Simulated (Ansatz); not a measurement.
# Ionic part of the dielectric constant of AlN at 5 GPa, mode by mode

Method: DFT PBEsol, scalar-relativistic, plane waves, PAW (Ansatz 0.2.0). Plane waves to 420 eV; Γ-centred k mesh 12×12×6; fixed occupations. No spin polarisation. Phonons by linear response, acoustic sum rule imposed.

Symmetry: P6_3mc, No. 186, hexagonal system. The conventional cell has a = 3.091 Å, b = 3.091 Å, c = 4.938 Å, α = 90.00°, β = 90.00°, γ = 120.00°. Around Al (site symmetry 3m) lie 4 N at 1.88 to 1.89 Å. Around N (site symmetry 3m) lie 4 Al at 1.88 to 1.89 Å.

The primitive cell has V = 40.86 Å³ and ε∞,yy = 4.450. Each polar mode adds Δε = (4.92064×10⁷/V)·S/ν² along y, with S its oscillator strength in e²/amu, ν in cm⁻¹ and V in Å³.

Problem. From these modes, find each Δε and ε0,yy.
```
ν (cm⁻¹) S_yy (e²/amu)
   685.7          1.382
```

Solution.
```tsv
ν (cm⁻¹)	Δε
685.7	3.54
```

The sum is 3.539, so ε0,yy = 7.99; the run's tensor has 7.99.

Problem. Where do the longitudinal modes lie for a wave vector along y?

Solution. At 919 cm⁻¹. The Lyddane–Sachs–Teller product Π(ν_LO/ν_TO)² = 1.80 matches ε0/ε∞ = 1.80.

Cost: 1 run of about 1.1 core-minutes, on Intel Xeon 6975P-C (Granite Rapids) (shared hosts).

The whole in-plane lattice response comes from one mode at 685.7 cm⁻¹, as expected for wurtzite, where only the E1 optical vibration carries a dipole perpendicular to the polar axis. Its Δε of 3.54 is about as large as the electronic susceptibility, i.e. ε∞ less the vacuum term. This reflects the strongly polar Al–N bond: the sublattices carry large dynamical charges, which outweigh the stiffness of the short bonds. The light atoms raise the frequency but not the static response, because the reduced mass cancels in S/ν².

The same charges produce the macroscopic field that lifts the longitudinal mode to 919 cm⁻¹, with electronic screening limiting the shift. With a single polar mode, the Lyddane–Sachs–Teller agreement tests internal consistency, not the accuracy of the charges or of ε∞. Since AlN is piezoelectric, the ε0,yy of 7.99 is the clamped-strain value, and a stress-free crystal measured at low frequency would show a somewhat larger one.
